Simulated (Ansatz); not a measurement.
Zn in Ansatz: the effect of functional

Zn:

```
Zn
1.0
     2.67000    0.00000    0.00000
    -1.33500    2.31229    0.00000
     0.00000    0.00000    4.96600
Zn
2
Direct
  0.66667 0.33333 0.75000
  0.33333 0.66667 0.25000
```

Alike in all runs:

```yaml
Program: Ansatz 0.2.0
Task: band structure
Potentials_or_basis: Ansatz PAW
k_mesh: 7 × 7 × 3
Occupations: fermi-dirac, width 0.05 eV
Spin: no spin polarisation
```

Problem. One run gave: pressure 4.9 GPa. Which functional did it use?
A. PBEsol
B. RPBE
C. LDA
D. BLYP
E. revPBE

Solution. D.

```tsv
functional	cutoff	pressure (GPa)
LDA	420 eV (not typed: the program's choice for these potentials)	-9.3
PBEsol	420 eV (not typed: the program's choice for these potentials)	-5.9
RPBE	420 eV (not typed: the program's choice for these potentials)	2.1
revPBE	420 eV (not typed: the program's choice for these potentials)	1.3
BLYP	420 eV (not typed: the program's choice for these potentials)	4.9
r2SCAN	500 eV (not typed: the program's choice for these potentials)	-5.1
```

Caveats: all runs use coarse meshes; the PAW data sets come from PBE, with cores solved anew for the run's functional, which leaves a small shift of forces and pressure.

Runs at the PBE level aren't shown here.
